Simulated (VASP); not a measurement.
# AgCl (Chlorargyrite) (Fm-3m) in VASP: notebook

AgCl (Chlorargyrite) is run at these levels: LDA; tasks: single point.

Program: VASP 6.6.1. These are calculated values, not measurements. Logs are shortened: lines on timing, memory, paths and dates and some standing lists are left out, and cuts for length are marked.

**Experimental background.**

From a printed reference work, data compilation, for a bulk crystal of AgCl: band gap 3.249 eV (indirect).

The results are compared with them further down.

### 1 The cell of the first run

It takes space group Fm-3m (No. 225, cubic). The conventional cell has a = 5.433 Å, b = 5.433 Å, c = 5.433 Å, α = 90.00°, β = 90.00°, γ = 90.00°. Ag (site symmetry m-3m) has 6 Cl at 2.72 Å within 3.6 Å. Cl (site symmetry m-3m) has 6 Ag at 2.72 Å within 3.6 Å.

### 2 Single point, LDA

INCAR reads:

```
PREC = Accurate ; ENCUT = 520
EDIFF = 1E-7 ; ISMEAR = -1
SIGMA = 0.05 ; LREAL = F
LASPH = T ; NELM = 80
ALGO = Normal ; ISIF = 2
LWAVE = F ; LCHARG = F
GGA = CA ; NBANDS = 16
```

KPOINTS reads:

```
regular mesh
0
Gamma
  8 8 8
```

POSCAR reads:

```
AgCl
1.0
    0.0000000000      2.7166437422      2.7166437422
    2.7166437422      0.0000000000      2.7166437422
    2.7166437422      2.7166437422      0.0000000000
Ag Cl
1 1
Direct
    0.0000000000      0.0000000000      0.0000000000
    0.5000000000      0.5000000000      0.5000000000
```

Potentials or basis: VASP PAW LDA potentials, release 64 (Ag, Cl).

On the command line:

```
$ cat potpaw_LDA.64/Ag/POTCAR potpaw_LDA.64/Cl/POTCAR > POTCAR
$ mpirun -np 1 vasp_std > vasp.out
```

OUTCAR:

```text
PREC = Accurate
   ENCUT = 520
   EDIFF = 1E-7
   ISMEAR = -1
   LREAL = F
   LASPH = T
   NELM = 80
   ISIF = 2
   GGA = CA

 ion  position               nearest neighbor table
   1  0.000  0.000  0.000-   2 2.72   2 2.72   2 2.72   2 2.72   2 2.72   2 2.72
   2  0.500  0.500  0.500-   1 2.72   1 2.72   1 2.72   1 2.72   1 2.72   1 2.72

  LATTYP: Found a face centered cubic cell.
 ALAT       =     5.4332874844

  Lattice vectors:

 A1 = (   0.0000000000,   2.7166437422,   2.7166437422)
 A2 = (   2.7166437422,   0.0000000000,   2.7166437422)
 A3 = (   2.7166437422,   2.7166437422,   0.0000000000)

Analysis of symmetry for initial positions (statically):
=====================================================================
 Subroutine PRICEL returns:
 Original cell was already a primitive cell.

 Routine SETGRP: Setting up the symmetry group for a
 face centered cubic supercell.

 Subroutine GETGRP returns: Found 48 space group operations
 (whereof 48 operations were pure point group operations)
 out of a pool of 48 trial point group operations.

The static configuration has the point symmetry O_h .

Analysis of symmetry for dynamics (positions and initial velocities):
=====================================================================
 Subroutine PRICEL returns:
 Original cell was already a primitive cell.

 Routine SETGRP: Setting up the symmetry group for a
 face centered cubic supercell.

 Subroutine GETGRP returns: Found 48 space group operations
 (whereof 48 operations were pure point group operations)
 out of a pool of 48 trial point group operations.

The dynamic configuration has the point symmetry O_h .

 Subroutine INISYM returns: Found 48 space group operations
 (whereof 48 operations are pure point group operations),
 and found     1 'primitive' translations

----------------------------------------------------------------------------------------

                                     Primitive cell

  volume of cell :      40.0985

  direct lattice vectors                    reciprocal lattice vectors
     0.000000000  2.716643742  2.716643742    -0.184050633  0.184050633  0.184050633
     2.716643742  0.000000000  2.716643742     0.184050633 -0.184050633  0.184050633
     2.716643742  2.716643742  0.000000000     0.184050633  0.184050633 -0.184050633

  length of vectors
     3.841914424  3.841914424  3.841914424     0.318785047  0.318785047  0.318785047

  position of ions in fractional coordinates (direct lattice)
     0.000000000  0.000000000  0.000000000
     0.500000000  0.500000000  0.500000000

  ion indices of the primitive-cell ions
   primitive index   ion index
                 1           1
                 2           2

----------------------------------------------------------------------------------------

 KPOINTS: regular mesh

Automatic generation of k-mesh.
 Grid dimensions read from file:
 generate k-points for:    8    8    8

 Generating k-lattice:

  Cartesian coordinates                     Fractional coordinates (reciprocal lattice)
    -0.023006329  0.023006329  0.023006329     0.125000000  0.000000000  0.000000000
     0.023006329 -0.023006329  0.023006329     0.000000000  0.125000000  0.000000000
     0.023006329  0.023006329 -0.023006329     0.000000000  0.000000000  0.125000000

  Length of vectors
     0.039848131  0.039848131  0.039848131

  Shift w.r.t. Gamma in fractional coordinates (k-lattice)
     0.000000000  0.000000000  0.000000000

 Subroutine IBZKPT returns following result:
 ===========================================

 Found     29 irreducible k-points:

 Following reciprocal coordinates:
            Coordinates               Weight
  0.000000  0.000000  0.000000      1.000000
  0.125000  0.000000  0.000000      8.000000
  0.250000  0.000000  0.000000      8.000000
  0.375000  0.000000  0.000000      8.000000
  0.500000  0.000000  0.000000      4.000000
  0.125000  0.125000  0.000000      6.000000
[... 16 lines left out ...]
  0.500000  0.250000  0.125000     48.000000
 -0.375000  0.250000  0.125000     24.000000
 [... further k-points ...]
   k-points           NKPTS =     29   k-points in BZ     NKDIM =     29   number of bands    NBANDS=     16
   number of dos      NEDOS =    301   number of ions     NIONS =      2
   total plane-waves  NPLWV =  27000
   dimension x,y,z NGX =    30 NGY =   30 NGZ =   30
   dimension x,y,z NGXF=    60 NGYF=   60 NGZF=   60
   ions per type =               1   1
   NGX,Y,Z   is equivalent  to a cutoff of  12.98, 12.98, 12.98 a.u.
   NGXF,Y,Z  is equivalent  to a cutoff of  25.96, 25.96, 25.96 a.u.
 SYSTEM =  unknown system
   PREC   = accura    normal or accurate (medium, high low for compatibility)
   ISTART =      0    job   : 0-new  1-cont  2-samecut
   ICHARG =      2    charge: 1-file 2-atom 10-const
   ISPIN  =      1    spin polarized calculation?
   LNONCOLLINEAR =      F non collinear calculations
   LSORBIT =      F    spin-orbit coupling
   LASPH  =      T    aspherical Exc in radial PAW
   ENCUT  =  520.0 eV  38.22 Ry    6.18 a.u.   7.14  7.14  7.14*2*pi/ulx,y,z
   NELM   =     80;   NELMIN=  2; NELMDL= -5     # of ELM steps
   EDIFF  = 0.1E-06   stopping-criterion for ELM
   LREAL  =      F    real-space projection
   EDIFFG = 0.1E-05   stopping-criterion for IOM
   NSW    =      0    number of steps for IOM
   IBRION =     -1    ionic relax: 0-MD 1-quasi-New 2-CG
   NFREE  =      0    steps in history (QN), initial steepest desc. (CG)
   ISIF   =      2    stress and relaxation
   ISYM   =      2    0-nonsym 1-usesym 2-fastsym
   POTIM  = 0.5000    time-step for ionic-motion
   TEBEG  =    0.0;   TEEND  =   0.0 temperature during run
   PSTRESS=    0.0 pullay stress
   NELECT =      18.0000    total number of electrons
   NUPDOWN=      -1.0000    fix difference up-down
   EMIN   =  10.00;   EMAX   =-10.00  energy-range for DOS
   EFERMI =   0.00;   METHOD = LEGACY
   ISMEAR =    -1;   SIGMA  =   0.05  broadening in eV -4-tet -1-fermi 0-gaus
   EFERMI_NEDOS =   21; number of points for ismear=-14 and -15
   IALGO  =     38    algorithm
   IMIX   =      4    mixing-type and parameters
     AMIX     =   0.40;   BMIX     =  1.00
     AMIX_MAG =   1.60;   BMIX_MAG =  1.00
  volume/ion in A,a.u.               =      20.05       135.30
  Fermi-wavevector in a.u.,A,eV,Ry     =   1.253496  2.368764 21.378187  1.571252
  Thomas-Fermi vector in A             =   2.387346
   LORBIT       =      0    0 simple, 1 ext, 2 COOP (PROOUT), +10 PAW based schemes
   GGA     = CA    functional components
   LHFCALC =     F    Hartree Fock is set to
   AEXX    =    0.0000 exact exchange contribution
   IVDW    =     0    specifies the selected vdW correction
   LEPSILON=     F    determine dielectric tensor
   LRPA    =     F    only Hartree local field effects (RPA)
 non-spin polarized calculation
  energy-cutoff  :      520.00
  volume of cell :       40.10
 maximum number of plane-waves:      1106
 NGX is ok and might be reduce to    30
   NGX = 15   NGY = 15   NGZ = 15

 number of electron      18.0000001 magnetization

 Free energy of the ion-electron system (eV)
  ---------------------------------------------------
  ext. energy  EPLUGINS =         0.00000000
  ---------------------------------------------------
  free energy    TOTEN  =        -6.77861910 eV

  energy without entropy =       -6.77859712  energy(sigma->0) =       -6.77860811

 E-fermi :   4.7941     XC(G=0): -10.7532

 val. band max:        4.3975834660   @ k =   0.5000   0.0000   0.0000
 cond. band min:       5.0401695691   @ k =   0.0000   0.0000   0.0000
 fundamental gap:      0.6425861031
 Fermi energy:         4.7941177400

 k-point     1 :       0.0000    0.0000    0.0000
  band No.  band energies     occupation
      1     -11.0823      2.00000
      2       1.6052      2.00000
      3       1.6052      2.00000
      4       1.6052      2.00000
      5       1.6481      2.00000
      6       1.6481      2.00000
[... 8 lines left out ...]
     15      17.7672      0.00000
     16      17.7672      0.00000

 k-point     2 :       0.1250    0.0000    0.0000
  band No.  band energies     occupation
      1     -11.0082      2.00000
      2       0.8654      2.00000
      3       0.9315      2.00000
      4       0.9315      2.00000
      5       1.6700      2.00000
      6       1.6700      2.00000
[... 8 lines left out ...]
     15      16.4099      0.00000
     16      16.9562      0.00000

 k-point     3 :       0.2500    0.0000    0.0000
  band No.  band energies     occupation
      1     -10.8204      2.00000
      2      -0.2785      2.00000
      3       0.3042      2.00000
      4       0.3042      2.00000
      5       1.8211      2.00000
      6       1.8211      2.00000
[... 8 lines left out ...]
     15      16.6045      0.00000
     16      16.9180      0.00000

 k-point     4 :       0.3750    0.0000    0.0000
  band No.  band energies     occupation
      1     -10.6175      2.00000
      2      -1.1482      2.00000
      3      -0.0947      2.00000
      4      -0.0947      2.00000
      5       1.9796      2.00000
      6       1.9796      2.00000
[... 8 lines left out ...]
     15      17.4624      0.00000
     16      17.4624      0.00000
[... 324 lines left out ...]
 k-point    22 :       0.3750    0.2500    0.1250
  band No.  band energies     occupation
      1     -10.7061      2.00000
      2      -0.6918      2.00000
      3       0.2168      2.00000
      4       0.5920      2.00000
      5       1.7178      2.00000
      6       1.9558      2.00000
[... 8 lines left out ...]
     15      18.5754      0.00000
     16      19.8325      0.00000

 k-point    23 :       0.5000    0.2500    0.1250
  band No.  band energies     occupation
      1     -10.5621      2.00000
      2      -0.9344      2.00000
      3      -0.1047      2.00000
      4       0.1563      2.00000
      5       1.8608      2.00000
      6       2.0557      2.00000
[... 8 lines left out ...]
     15      18.7812      0.00000
     16      19.6634      0.00000

 k-point    24 :      -0.3750    0.2500    0.1250
  band No.  band energies     occupation
      1     -10.5003      2.00000
      2      -1.0120      2.00000
      3      -0.1712      2.00000
      4      -0.1055      2.00000
      5       1.9696      2.00000
      6       2.0481      2.00000
[... 8 lines left out ...]
     15      17.9196      0.00000
     16      19.4443      0.00000

 [... further k-points ...]
[... 5 lines left out ...]
  --------------------------------------------------------------------------------------
  -------------------------------------------------------------------------------------
  Total       -0.6802929     -0.6802929     -0.6802929      0.0000000      0.0000000     -0.0000000
  in kB      -27.1818135    -27.1818135    -27.1818135      0.0000000      0.0000000     -0.0000000
  external PRESSURE =     -27.1818135 kB  Pullay stress =       0.0000000 kB

 VOLUME and BASIS-vectors are now :
 -----------------------------------------------------------------------------
  energy-cutoff  :      520.00
  volume of cell :       40.10
      direct lattice vectors                 reciprocal lattice vectors
     0.000000000  2.716643742  2.716643742    -0.184050633  0.184050633  0.184050633
     2.716643742  0.000000000  2.716643742     0.184050633 -0.184050633  0.184050633
     2.716643742  2.716643742  0.000000000     0.184050633  0.184050633 -0.184050633

 POSITION                                       TOTAL-FORCE (eV/Angst)
 -----------------------------------------------------------------------------------
      0.00000      0.00000      0.00000         0.000000     -0.000000     -0.000000
      2.71664      2.71664      2.71664        -0.000000      0.000000      0.000000
 -----------------------------------------------------------------------------------
    total drift:                               -0.000000      0.000000      0.000000

  FREE ENERGIE OF THE ION-ELECTRON SYSTEM (eV)
  ---------------------------------------------------
  free  energy   TOTEN  =        -6.7786190954 eV

  energy  without entropy=       -6.7785971195  energy(sigma->0) =       -6.77860811
```

It used 57 s of CPU time on 1 thread of AMD EPYC 7R13 Processor (Zen 3), on a shared host.

Results:

```
Free energy            : -6.7786 eV
Pressure               : -2.7 GPa
Band gap on the k mesh : 0.64 eV, indirect (least direct gap 3.19 eV)
```

Levels at points of the mesh, in eV from the valence-band top:
```tsv
k point	band 7	band 8	band 9	band 10	band 11	band 12
(0.00, 0.00, 0.00)	-2.56	-2.56	-2.56	0.64	10.72	10.72
(0.50, 0.00, 0.00)	-1.99	0.00	0.00	3.80	6.69	7.33
(0.50, 0.50, 0.00)	-2.21	-2.21	-2.08	2.02	7.77	8.59
```

### 3 Single point, LDA

This run uses another cell than the first one, of 20.87 Å³/atom, 1.041 times its volume.

INCAR reads:

```
SYSTEM = AgCl
ALGO = Normal ; EDIFF = 1E-6
ENCUT = 520 ; ISIF = 2
ISMEAR = -1 ; LASPH = .TRUE.
LCHARG = .FALSE. ; LREAL = .FALSE.
LWAVE = .FALSE. ; NBANDS = 16
NELM = 80 ; PREC = Accurate
SIGMA = 0.05
```

KPOINTS reads:

```
k-points
0
G
  8 8 8
  0 0 0
```

POSCAR reads:

```
AgCl
1.0
    0.0000000000      2.7531131106      2.7531131106
    2.7531131106      0.0000000000      2.7531131106
    2.7531131106      2.7531131106      0.0000000000
Ag Cl
1 1
Direct
    0.0000000000      0.0000000000      0.0000000000
    0.5000000000      0.5000000000      0.5000000000
```

Potentials or basis: VASP PAW LDA potentials, release 64 (Ag, Cl).

On the command line:

```
$ cat potpaw_LDA.64/Ag/POTCAR potpaw_LDA.64/Cl/POTCAR > POTCAR
$ mpirun -np 1 vasp_std > vasp.out
```

OUTCAR:

```text
SYSTEM = AgCl
   EDIFF = 1E-6
   ENCUT = 520
   ISIF = 2
   ISMEAR = -1
   LASPH = .TRUE.
   LREAL = .FALSE.
   NELM = 80
   PREC = Accurate

 ion  position               nearest neighbor table
   1  0.000  0.000  0.000-   2 2.75   2 2.75   2 2.75   2 2.75   2 2.75   2 2.75
   2  0.500  0.500  0.500-   1 2.75   1 2.75   1 2.75   1 2.75   1 2.75   1 2.75

  LATTYP: Found a face centered cubic cell.
 ALAT       =     5.5062262212

  Lattice vectors:

 A1 = (   0.0000000000,   2.7531131106,   2.7531131106)
 A2 = (   2.7531131106,   0.0000000000,   2.7531131106)
 A3 = (   2.7531131106,   2.7531131106,   0.0000000000)

[... 625 lines left out ...]
      6       1.6502      2.00000
[... 8 lines left out ...]
     15      17.2705      0.00000
     16      18.7857      0.00000

 [... further k-points ...]
[... 5 lines left out ...]
  --------------------------------------------------------------------------------------
  -------------------------------------------------------------------------------------
  Total       -1.2195171     -1.2195171     -1.2195171      0.0000000     -0.0000000      0.0000000
  in kB      -46.8162160    -46.8162160    -46.8162160      0.0000000     -0.0000000      0.0000000
  external PRESSURE =     -46.8162160 kB  Pullay stress =       0.0000000 kB

 VOLUME and BASIS-vectors are now :
 -----------------------------------------------------------------------------
  energy-cutoff  :      520.00
  volume of cell :       41.74
      direct lattice vectors                 reciprocal lattice vectors
     0.000000000  2.753113111  2.753113111    -0.181612589  0.181612589  0.181612589
     2.753113111  0.000000000  2.753113111     0.181612589 -0.181612589  0.181612589
     2.753113111  2.753113111  0.000000000     0.181612589  0.181612589 -0.181612589

 POSITION                                       TOTAL-FORCE (eV/Angst)
 -----------------------------------------------------------------------------------
      0.00000      0.00000      0.00000        -0.000000      0.000000     -0.000000
      2.75311      2.75311      2.75311         0.000000     -0.000000      0.000000
 -----------------------------------------------------------------------------------
    total drift:                               -0.000000      0.000000      0.000000

  FREE ENERGIE OF THE ION-ELECTRON SYSTEM (eV)
  ---------------------------------------------------
  free  energy   TOTEN  =        -6.7411339474 eV

  energy  without entropy=       -6.7411108513  energy(sigma->0) =       -6.74112240
```

OSZICAR:

```text
N       E                     dE             d eps       ncg     rms          rms(c)
DAV:   1     0.953327172567E+02    0.95333E+02   -0.85354E+03   952   0.101E+03
DAV:   2    -0.345576726285E+01   -0.98788E+02   -0.90793E+02  1168   0.220E+02
DAV:   3    -0.687860567027E+01   -0.34228E+01   -0.34155E+01  1128   0.432E+01
DAV:   4    -0.690159348645E+01   -0.22988E-01   -0.22986E-01  1200   0.382E+00
DAV:   5    -0.690190267318E+01   -0.30919E-03   -0.30919E-03  1112   0.429E-01    0.675E+00
DAV:   6    -0.675034860459E+01    0.15155E+00   -0.23996E-01  1192   0.666E+00    0.447E+00
DAV:   7    -0.674384385032E+01    0.65048E-02   -0.61950E-02  1168   0.167E+00    0.196E+00
DAV:   8    -0.674122615204E+01    0.26177E-02   -0.39444E-03  1032   0.571E-01    0.266E-01
DAV:   9    -0.674112573063E+01    0.10042E-03   -0.26657E-04  1272   0.230E-01    0.398E-02
DAV:  10    -0.674113373544E+01   -0.80048E-05   -0.22486E-05  1072   0.420E-02    0.947E-03
DAV:  11    -0.674113394742E+01   -0.21198E-06   -0.28994E-07   736   0.441E-03
   1 F= -.67411339E+01 E0= -.67411224E+01  d E =-.230961E-04
```

stdout:

```text
POSCAR found type information on POSCAR AgCl
 POSCAR found :  2 types and       2 ions
 scaLAPACK will be used
 LDA part: xc-table for (Slater(with rela. corr.)+CA(PZ))
 , standard interpolation
 POSCAR, INCAR and KPOINTS ok, starting setup
 FFT: planning ... GRIDC
 FFT: planning ... GRID_SOFT
 FFT: planning ... GRID
 WAVECAR not read
 entering main loop
```

It used 36 s of CPU time on 1 thread of AMD EPYC 7R13 Processor (Zen 3), with other jobs on the host.

What came out:

* Free energy: -6.7411 eV
* Pressure: -4.7 GPa
* Band gap on the k mesh: 0.64 eV, indirect (least direct gap 3.03 eV)

### 4 Single point, LDA

This run uses another cell than the first one, of 21.28 Å³/atom, 1.061 times its volume.

INCAR reads:

```
ALGO = Normal
EDIFF = 1E-6
ENCUT = 520
ISIF = 2
ISMEAR = -1
LASPH = T
LCHARG = T
LELF = T
LREAL = F
LVHAR = T
LWAVE = F
NBANDS = 16
NELM = 100
PREC = Accurate
SIGMA = 0.05
```

KPOINTS reads:

```
k-points
0
Gamma
  8 8 8
```

POSCAR reads:

```
AgCl
1.0
    0.0000000000      2.7709909694      2.7709909694
    2.7709909694      0.0000000000      2.7709909694
    2.7709909694      2.7709909694      0.0000000000
Ag Cl
1 1
Direct
    0.0000000000      0.0000000000      0.0000000000
    0.5000000000      0.5000000000      0.5000000000
```

On the command line:

```
$ cat potpaw_LDA.64/Ag/POTCAR potpaw_LDA.64/Cl/POTCAR > POTCAR
$ mpirun -np 1 vasp_std > vasp.out
```

It used 24 s of CPU time on 1 thread of AMD EPYC 7R13 Processor (Zen 3), on a shared host.

Results (log left out):

```
Free energy            : -6.7154 eV
Pressure               : -5.5 GPa
Band gap on the k mesh : 0.64 eV, indirect (least direct gap 2.95 eV)
```

Levels at points of the mesh, in eV from the valence-band top:
```tsv
k point	band 7	band 8	band 9	band 10	band 11	band 12
(0.00, 0.00, 0.00)	-2.31	-2.31	-2.31	0.64	10.74	10.74
(0.50, 0.00, 0.00)	-1.83	0.00	0.00	3.96	6.35	7.45
(0.50, 0.50, 0.00)	-2.02	-2.02	-1.94	2.12	7.84	8.39
```

### 5 Summary

| cell | gap on the mesh (eV) | pressure (GPa) |
| --- | --- | --- |
| a = 3.842 Å, angles 60.0°, 2 atoms | 0.64 | -2.7 |
| a = 3.893 Å, angles 60.0°, 2 atoms | 0.64 | -4.7 |
| a = 3.919 Å, angles 60.0°, 2 atoms | 0.64 | -5.5 |

Alike in all rows: task single point; level LDA; potentials or basis VASP PAW LDA potentials, release 64 (Ag, Cl); no spin polarisation; k mesh 8 × 8 × 8; cutoff (eV) 520; smearing fermi-dirac 0.05 eV.

Absolute energies hang on the potentials; compare differences alone.

### 6 How close it comes

Step 2. A measured gap of AgCl is 3.249 eV (indirect; a printed reference work, data compilation); the calculated 0.64 eV misses it by -2.61 eV. So large a miss can be the level of theory's own, or it may mean another phase, state or a wrong row. Spin-orbit coupling on Ag is left out. The value is that of LDA on a finite k mesh, which can miss the band edges, without temperature or zero-point motion. Semilocal functionals fall short of measured gaps as a rule.
